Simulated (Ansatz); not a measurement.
## A series in volume per atom on Pb

All results are calculated (Ansatz 0.2.0 development build). Equation of state of a cubic crystal from periodic Kohn-Sham density functional theory without spin; pressure corrected for the finite basis.

Cell of the first row (space group Im-3m, No. 229):
```
cell vectors (Å)
  -1.9729     1.9729     1.9729
   1.9729    -1.9729     1.9729
   1.9729     1.9729    -1.9729
atoms (fractions of the cell vectors)
Pb  0.00000  0.00000  0.00000
```

Settings of every row: formula Pb; structure type bcc; functional PBE; spin treatment none; k mesh 19x19x19; occupation method fermi-dirac; occupation width 0.061225619 eV; wave cutoff 700 eV; datasets soft-1 PAW; density cutoff ratio 4.

Limits: a cubic model structure, not a phase known at ambient conditions; modest k-mesh, values are not fully converged in k; no spin-orbit coupling with 6p elements; the SCF threshold is loose for a stress in some rows.

```csv
row,volume per atom (Å³),pressure (GPa),energy above lowest point (meV/atom)
1,30.719,1.613,5.8
2,31.358,?,?
3,31.998,-0.094,0
4,32.639,-0.807,1.83
5,33.278,-1.442,6.34
6,33.918,-2.008,13.25
```

Question: what pressure and energy above lowest point should row 2 give?

Worked fit of pressure. Take u = (V_r/V)^(2/3) − 1 with V_r = 32.639 Å³ an atom, which is twice the finite (Eulerian) strain; such expansions in the strain, on which the Birch-Murnaghan equation of state is built, carry the rest volume and the bulk modulus. The shown rows have u = 0.04125, 0.01331, 0, -0.01284, -0.0253. Least squares give pressure = −0.8088 + 51.657 × u + 170.6 × u² GPa; a straight line predicts inner rows, each left out in turn, worse (root mean square 0.093 against 0.0041 GPa). The rows lie off it by 0.001, -0.003, 0.002, 0.002, -0.001. The pressure vanishes at u = 0.0149, or V = 31.92 Å³ an atom, and there the bulk modulus at fixed shape and fractions is B = −V dP/dV = (2/3)(1 + u) dP/du = 38.4 GPa. The withheld row has u = 0.02705, so the fit gives −0.8088 + 51.657 × (0.02705) + 170.6 × (0.02705)² = 0.713 GPa.

The calculation gave 0.709 GPa. The fit lies 0.004 GPa (0.11 % of the column's range) above it; its largest miss of a shown row is 0.003 GPa.

Worked fit of energy above lowest point. Take u = (V_r/V)^(2/3) − 1 with V_r = 32.639 Å³ an atom, which is twice the finite (Eulerian) strain; such expansions in the strain, on which the Birch-Murnaghan equation of state is built, carry the rest volume and the bulk modulus. The shown rows have u = 0.04125, 0.01331, 0, -0.01284, -0.0253. Least squares give energy above lowest point = 1.817 − 243.94 × u + 8250.1 × u² meV/atom; a straight line predicts inner rows, each left out in turn, worse (root mean square 4.5 against 0.046 meV/atom). The rows lie off it by 0.01, -0.03, 0.01, 0.03, -0.02. Its lowest point lies at u = 0.0148, or V = 31.93 Å³ an atom, and the curvature there gives the bulk modulus at fixed shape and fractions, B = (4/9)(1 + u)² E″(u)/V = 37.9 GPa. The withheld row has u = 0.02705, so the fit gives 1.817 − 243.94 × (0.02705) + 8250.1 × (0.02705)² = 1.26 meV/atom.

The calculation gave 1.2 meV/atom. The fit lies 0.06 meV/atom (5 % of the value, 0.45 % of the column's range) above it; its largest miss of a shown row is 0.03 meV/atom.
